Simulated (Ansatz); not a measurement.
# Equation of state of BaF₂ and its gap

A database entry relaxed whole under r2SCAN (Fm-3m):

```yaml
crystal:
  lattice:
    - [0.00000, 3.09757, 3.09757]
    - [3.09757, 0.00000, 3.09757]
    - [3.09757, 3.09757, 0.00000]
  atoms:
    - { symbol: Ba, position: [0.00000, 0.00000, 0.00000] }
    - { symbol: F, position: [0.25000, 0.25000, 0.25000] }
    - { symbol: F, position: [0.75000, 0.75000, 0.75000] }
```

The cell was scaled uniformly, its shape held, and the atoms relaxed at each volume with plane-wave PAW DFT (Ansatz 0.2.0; r2SCAN, 500 eV, 8×8×8 Γ-centred mesh, fermi-dirac occupations of width 0.020 eV; no spin, no spin-orbit coupling). One row is withheld.

| volume (Å³/atom) | energy over the lowest (meV/atom) | pressure (GPa) | gap over mesh and path (eV) |
| --- | --- | --- | --- |
| 18.625 | 15.3 | 4.37 | 7.67 |
| 19.021 | ? | ? | ? |
| 19.418 | 1.6 | 1.29 | 7.50 |
| 19.814 | 0.0 | 0.00 | 7.41 |
| 20.210 | 1.4 | -1.15 | 7.33 |
| 20.607 | 5.6 | -2.18 | 7.25 |
| 21.003 | 12.1 | -3.10 | 7.16 |

Problem. Fit the pressures of the other rows to the third-order Birch-Murnaghan form.

Solution. With f = [(V₀/V)^(2/3) − 1]/2 and P = 3B₀f(1 + 2f)^(5/2)[1 + 3(B₀′ − 4)f/2], least squares gives V₀ = 19.81 Å³ an atom, B₀ = 61 GPa and B₀′ = 4.7; the rows miss the fit by less than 0.01 GPa. The slope of the energies differs from these pressures by less than 0.05 GPa.

Problem. How does the gap move with volume?

Solution. A parabola in ln(V/V₀) through the other rows has the slope dE_g/d ln V = -4.2 eV at V₀, so by B₀ the gap moves by +70 meV a GPa: it widens under pressure.

Problem. What does the withheld row hold?

Solution. The fit gives 2.74 GPa at 19.021 Å³; the run gave 2.74 GPa and 6.5 meV an atom. Its gap is 7.59 eV, against 7.59 eV from the parabola.

Caveats: the shape of the cell was held; 0 K, fixed nuclei; the symmetry was kept, and this need not be the phase that is stable at 0 K; one mesh for all volumes; r2SCAN gaps lie as a rule under measured ones; the slope of the gap can be off by tens of per cent, more where shallow d levels or spin-orbit coupling act on the edges; pressure is positive in compression.
